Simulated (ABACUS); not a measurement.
# BN (P1) in ABACUS: equation of state, part 2 of 2

ABACUS 3.10.1. Earlier steps stand in the parts before.

## (4) Equation of state, PBE, 8.08 Å³/atom (volume scaled by 0.98)

Contents of INPUT:

```
INPUT_PARAMETERS
suffix              BN
calculation         scf
basis_type          pw
pseudo_dir          ./
symmetry            1
dft_functional      pbe
ecutwfc             84
pseudo_rcut         10
nspin               1
nbands              8
ks_solver           dav
smearing_method     fd
smearing_sigma      0.00367493
scf_thr             1e-08
scf_nmax            100
mixing_type         broyden
mixing_beta         0.7
cal_force           1
cal_stress          1
kpar                4
```

Contents of STRU:

```
ATOMIC_SPECIES
N 14.0070 N.upf
B 10.8100 B.upf

LATTICE_CONSTANT
1.8897261246

LATTICE_VECTORS
2.4912079273 0.0000000000 0.0000000000
-1.2383433262 2.1616250238 0.0000000000
-0.6264323005 -1.0808125118 3.0022538854

ATOMIC_POSITIONS
Direct

N
0.0
1
0.6685060000 0.3323850000 0.9849990000 1 1 1

B
0.0
1
0.9796430000 0.9834990000 0.0018060000 1 1 1
```

Contents of KPT:

```
K_POINTS
0
Gamma
13 13 9 0 0 0
```

Potentials or basis: PseudoDojo NC SR 0.4.1 PBE standard, plane waves.

The run is started by

```console
$ OMP_NUM_THREADS=1 mpirun -np 4 abacus > log
```

running log:

```text
ABACUS v3.10.1

               Atomic-orbital Based Ab-initio Computation at UStc

 ------------------------------------------------------------------------------------

 READING GENERAL INFORMATION
                           global_out_dir = OUT.BN/
                           global_in_card = INPUT
                               pseudo_dir = ./
                              orbital_dir =
                                    DSIZE = 4
                                    GSIZE = 1

 READING UNITCELL INFORMATION
                                    ntype = 2
                  lattice constant (Bohr) = 1.88973
              lattice constant (Angstrom) = 1

 READING ATOM TYPE 1
                               atom label = N
                      L=0, number of zeta = 1
                      L=1, number of zeta = 1
                      L=2, number of zeta = 1
             number of atom for this type = 1

 READING ATOM TYPE 2
                               atom label = B
                      L=0, number of zeta = 1
                      L=1, number of zeta = 1
                      L=2, number of zeta = 1
             number of atom for this type = 1

                        TOTAL ATOM NUMBER = 2
DIRECT COORDINATES
    atom                   x                   y                   z     mag                  vx                  vy                  vz
taud_N1            0.6685060000        0.3323850000        0.9849990000  0.0000        0.0000000000        0.0000000000        0.0000000000
taud_B1            0.9796430000        0.9834990000        0.0018060000  0.0000        0.0000000000        0.0000000000        0.0000000000

                          Volume (Bohr^3) = 109.102
                             Volume (A^3) = 16.1673

 Lattice vectors: (Cartesian coordinate: in unit of a_0)
             +2.49121                  +0                  +0
             -1.23834            +2.16163                  +0
            -0.626432            -1.08081            +3.00225
 Reciprocal vectors: (Cartesian coordinate: in unit of 2 pi/a_0)
            +0.401412           +0.229959           +0.166542
                   -0           +0.462615           +0.166542
                   +0                  -0           +0.333083
 The esolver type has been set to : ksdft_pw

                PAO radial cut off (Bohr) = 10

 Read in pseudopotential file is N.upf
                     pseudopotential type = NC
          exchange-correlation functional = PBE
                 nonlocal core correction = 1
                        valence electrons = 5
                                     lmax = 1
                           number of zeta = 2
                     number of projectors = 4
                           L of projector = 0
                           L of projector = 0
                           L of projector = 1
                           L of projector = 1
                PAO radial cut off (Bohr) = 10

 Read in pseudopotential file is B.upf
                     pseudopotential type = NC
          exchange-correlation functional = PBE
                 nonlocal core correction = 1
                        valence electrons = 3
                                     lmax = 1
                           number of zeta = 2
                     number of projectors = 4
                           L of projector = 0
                           L of projector = 0
                           L of projector = 1
                           L of projector = 1
     initial pseudo atomic orbital number = 8

 SETUP THE ELECTRONS NUMBER
             electron number of element N = 5
[... 84 lines left out ...]
K-POINTS REDUCTION ACCORDING TO SYMMETRY
     IBZ    DIRECT_X    DIRECT_Y    DIRECT_Z  WEIGHT  ibz2bz
       1  0.00000000  0.00000000  0.00000000  0.0007       0
       2  0.07692308  0.00000000  0.00000000  0.0013       1
       3  0.15384615  0.00000000  0.00000000  0.0013       2
       4  0.23076923  0.00000000  0.00000000  0.0013       3
       5  0.30769231  0.00000000  0.00000000  0.0013       4
       6  0.38461538  0.00000000  0.00000000  0.0013       5
[... 22 lines left out ...]
      29  0.38461538 -0.15384615  0.00000000  0.0013      34
      30  0.30769231 -0.15384615  0.00000000  0.0013      35
[... 731 further k points ...]

                               nkstot now = 761
[... K-POINTS DIRECT COORDINATES: 761 rows ...]

           k-point number in this process = 191
       minimum distributed K point number = 190
[... stars of the k points ...]

[... K-POINTS CARTESIAN COORDINATES: 191 rows ...]

[... K-POINTS DIRECT COORDINATES: 191 rows ...]

 SETUP PLANE WAVES FOR WAVE FUNCTIONS
     energy cutoff for wavefunc (unit:Ry) = 84
              fft grid for wave functions = [ 27, 27, 36 ]
                    number of plane waves = 2169
                         number of sticks = 163

 PARALLEL PW FOR WAVE FUNCTIONS
     PROC   COLUMNS(POT)             PW
        1            163           2169
 --------------- sum -------------------
        1            163           2169

 SETUP NONLOCAL PSEUDOPOTENTIALS IN PLANE WAVE BASIS
 N non-local projectors:
 projector 1 L=0
 projector 2 L=0
 projector 3 L=1
 projector 4 L=1
 B non-local projectors:
 projector 1 L=0
 projector 2 L=0
 projector 3 L=1
 projector 4 L=1
      TOTAL NUMBER OF NONLOCAL PROJECTORS = 16

 Init Non-Local PseudoPotential table :
 Init Non-Local-Pseudopotential done.

                                     npwx = 1430

 Make real space PAO into reciprocal space.
       max mesh points in Pseudopotential = 1001
     dq(describe PAO in reciprocal space) = 0.01
                                    max q = 1104

 number of pseudo atomic orbitals for N is 2
WARNING: norm of atomic wavefunction # 2 of atomic type N is 0.999999, renormalized

 number of pseudo atomic orbitals for B is 2
WARNING: norm of atomic wavefunction # 2 of atomic type B is 0.999877, renormalized

 -------------------------------------------
 SELF-CONSISTENT
 -------------------------------------------
                                 init_chg = atomic

 PW ALGORITHM --------------- ION=   1  ELEC=   1--------------------------------

 Density error is 0.372195933007
                          Error Threshold = 0.01
----------------------------------------------------------
     Energy           Rydberg                 eV
----------------------------------------------------------
 E_KohnSham     -26.6998313721       -363.2698422994
 E_Harris       -24.7233740956       -336.3787614863
 E_Fermi        0.3722978653         5.0653723214
----------------------------------------------------------
[... 75 lines left out ...]
 Density error is 4.26932778716e-11
                          Error Threshold = 1.54379989982e-10
----------------------------------------------------------
     Energy           Rydberg                 eV
----------------------------------------------------------
 E_KohnSham     -26.8015256702       -364.6534642075
 E_KS(sigma->0) -26.8015256702       -364.6534642075
 E_Harris       -26.8015251370       -364.6534569535
 E_band         -0.7180360660        -9.7693818671
 E_one_elec     -4.4665252184        -60.7701932305
 E_Hartree      6.8048001477         92.5840557595
 E_xc           -8.7040269858        -118.4243625520
 E_Ewald        -20.4357736137       -278.0429641845
 E_entropy(-TS) -0.0000000000        -0.0000000000
 E_descf        0.0000000000         0.0000000000
 E_exx          0.0000000000         0.0000000000
 E_Fermi        0.5966178317         8.1174020393
----------------------------------------------------------

 charge density convergence is achieved
 final etot is -364.65346421 eV
 EFERMI = 8.1174020393 eV

 STATE ENERGY(eV) AND OCCUPATIONS    NSPIN == 1
 1/191 kpoint (Cartesian) = 0.0000 0.0000 0.0000 (1401 pws)
       1       -12.0860     0.00131492
       2        2.45643     0.00131492
       3        3.83719     0.00131492
       4        5.47955     0.00131492
       5        11.9076    1.57528e-36
       6        16.7344    1.87422e-78
       7        18.8761        0.00000
       8        19.4364        0.00000
[... 41 lines left out ...]
 6/191 kpoint (Cartesian) = 0.15439 0.088446 0.064054 (1415 pws)
       1       -9.32725     0.00262985
       2       -1.70173     0.00262985
       3        1.64355     0.00262985
       4        4.18377     0.00262985
       5        12.3634    3.46290e-40
       6        15.9374    3.13634e-71
       7        19.0302        0.00000
       8        24.1295        0.00000

[... levels at 185 further k points ...]

------------------------------------------------------------------------------------------
 TOTAL-FORCE (eV/Angstrom)
------------------------------------------------------------------------------------------
                        N1        -1.7474294370        -2.1966720309         0.5872569878
                        B1         1.7474294370         2.1966720309        -0.5872569878
------------------------------------------------------------------------------------------

----------------------------------------------------------------
 TOTAL-STRESS (KBAR)
----------------------------------------------------------------
        41.4405047870       -58.2539924852         5.9288809496
       -58.2539924852       180.1215490119        12.5718711659
         5.9288809496        12.5718711659        89.0924632011
----------------------------------------------------------------
 TOTAL-PRESSURE: 103.551506 KBAR

 --------------------------------------------
 !FINAL_ETOT_IS -364.6534642075073975 eV
 --------------------------------------------
```

It took 32 s on 4 MPI ranks of Intel Xeon 6975P-C (Granite Rapids), shared host; peak memory 0.4 GiB.

What came out:

* Free energy: -364.6535 eV
* Pressure: 10.4 GPa
* Largest force: 2.868 eV/Å
* Band gap on the k mesh: 2.86 eV, indirect (least direct gap 4.61 eV)

Caveat: an odd mesh through Γ misses points on the zone boundary, where band edges often lie; forces of over 1 eV/Å show positions far from the minimum, so gaps and moduli don't describe the material at rest.

## (5) Equation of state, PBE, 8.25 Å³/atom

INPUT is that of step 4.

Contents of STRU:

```
ATOMIC_SPECIES
N 14.0070 N.upf
B 10.8100 B.upf

LATTICE_CONSTANT
1.8897261246

LATTICE_VECTORS
2.5080409239 0.0000000000 0.0000000000
-1.2467107647 2.1762310413 0.0000000000
-0.6306650796 -1.0881155206 3.0225400000

ATOMIC_POSITIONS
Direct

N
0.0
1
0.6685060000 0.3323850000 0.9849990000 1 1 1

B
0.0
1
0.9796430000 0.9834990000 0.0018060000 1 1 1
```

KPT is that of step 4.

The run is started by

```console
$ OMP_NUM_THREADS=1 mpirun -np 4 abacus > log
```

Wall time 38 s (4 MPI ranks of Intel Xeon 6975P-C (Granite Rapids), shared host); peak memory 0.4 GiB.

The run converged. Its results:

```yaml
Free_energy: -364.6688 eV
Pressure: 4.6 GPa
Largest_force: 2.741 eV/Å
Band_gap_on_the_k_mesh: 2.87 eV, indirect (least direct gap 4.56 eV)
```

Caveat: an odd mesh through Γ misses points on the zone boundary, where band edges often lie; forces of over 1 eV/Å show positions far from the minimum, so gaps and moduli don't describe the material at rest.

## (6) Equation of state, PBE, 8.41 Å³/atom (volume scaled by 1.02)

INPUT is that of step 5.

Contents of STRU:

```
ATOMIC_SPECIES
N 14.0070 N.upf
B 10.8100 B.upf

LATTICE_CONSTANT
1.8897261246

LATTICE_VECTORS
2.5246509505 0.0000000000 0.0000000000
-1.2549673680 2.1906435874 0.0000000000
-0.6348417913 -1.0953217937 3.0425574046

ATOMIC_POSITIONS
Direct

N
0.0
1
0.6685060000 0.3323850000 0.9849990000 1 1 1

B
0.0
1
0.9796430000 0.9834990000 0.0018060000 1 1 1
```

KPT is that of step 5.

Potentials or basis: PseudoDojo NC SR 0.4.1 PBE standard, plane waves.

The run is started by

```console
$ OMP_NUM_THREADS=1 mpirun -np 4 abacus > log
```

Wall time 36 s (4 MPI ranks of Intel Xeon 6975P-C (Granite Rapids), shared host); peak memory 0.4 GiB.

The run converged. Its results:

```
Free energy            : -364.6729 eV
Pressure               : -0.6 GPa
Largest force          : 2.620 eV/Å
Band gap on the k mesh : 2.88 eV, indirect (least direct gap 4.51 eV)
```

Caveat: an odd mesh through Γ misses points on the zone boundary, where band edges often lie; forces of over 1 eV/Å show positions far from the minimum, so gaps and moduli don't describe the material at rest.

## (7) Equation of state, PBE, 8.58 Å³/atom (volume scaled by 1.04)

INPUT is that of step 6.

Contents of STRU:

```
ATOMIC_SPECIES
N 14.0070 N.upf
B 10.8100 B.upf

LATTICE_CONSTANT
1.8897261246

LATTICE_VECTORS
2.5410452472 0.0000000000 0.0000000000
-1.2631167351 2.2048689444 0.0000000000
-0.6389642561 -1.1024344721 3.0623148244

ATOMIC_POSITIONS
Direct

N
0.0
1
0.6685060000 0.3323850000 0.9849990000 1 1 1

B
0.0
1
0.9796430000 0.9834990000 0.0018060000 1 1 1
```

KPT is that of step 6.

The run is started by

```console
$ OMP_NUM_THREADS=1 mpirun -np 4 abacus > log
```

Wall time 39 s (4 MPI ranks of Intel Xeon 6975P-C (Granite Rapids), shared host); peak memory 0.4 GiB.

Results (log left out):

- Free energy: -364.6667 eV
- Pressure: -5.4 GPa
- Largest force: 2.506 eV/Å
- Band gap on the k mesh: 2.88 eV, indirect (least direct gap 4.46 eV)

Caveat: an odd mesh through Γ misses points on the zone boundary, where band edges often lie; forces of over 1 eV/Å show positions far from the minimum, so gaps and moduli don't describe the material at rest.

## (8) Equation of state, PBE, 8.74 Å³/atom (volume scaled by 1.06)

INPUT is that of step 7.

Contents of STRU:

```
ATOMIC_SPECIES
N 14.0070 N.upf
B 10.8100 B.upf

LATTICE_CONSTANT
1.8897261246

LATTICE_VECTORS
2.5572306852 0.0000000000 0.0000000000
-1.2711622815 2.2189130743 0.0000000000
-0.6430342018 -1.1094565371 3.0818205403

ATOMIC_POSITIONS
Direct

N
0.0
1
0.6685060000 0.3323850000 0.9849990000 1 1 1

B
0.0
1
0.9796430000 0.9834990000 0.0018060000 1 1 1
```

KPT is that of step 7.

The run is started by

```console
$ OMP_NUM_THREADS=1 mpirun -np 4 abacus > log
```

Run time: 32 s. Hardware: 4 MPI ranks of Intel Xeon 6975P-C (Granite Rapids), shared host; peak memory 0.4 GiB.

It converged, with:

```yaml
Free_energy: -364.6512 eV
Pressure: -9.7 GPa
Largest_force: 2.398 eV/Å
Band_gap_on_the_k_mesh: 2.89 eV, indirect (least direct gap 4.42 eV)
```

Caveat: an odd mesh through Γ misses points on the zone boundary, where band edges often lie; forces of over 1 eV/Å show positions far from the minimum, so gaps and moduli don't describe the material at rest.

## (9) Equation of state, PBE

Potentials or basis: PseudoDojo NC SR 0.4.1 PBE standard, plane waves.

No new run: the results of the series are fitted here.

Results:

```yaml
Equilibrium_volume: 8.39 Å³/atom
Bulk_modulus_at_fixed_shape_and_positions: 257 GPa
Pressure_derivative_of_the_bulk_modulus: 3.6
```

Energy against volume, from the lowest point:
| volume (Å³/atom) | energy (meV/atom) |
| --- | --- |
| 7.754 | 44.18 |
| 7.919 | 23.58 |
| 8.084 | 9.73 |
| 8.249 | 2.05 |
| 8.414 | 0.00 |
| 8.579 | 3.09 |
| 8.744 | 10.88 |

Caveat: the cell was scaled at fixed shape and fractional positions, which overstates the stiffness of a crystal with free parameters, most of all of layers and chains.
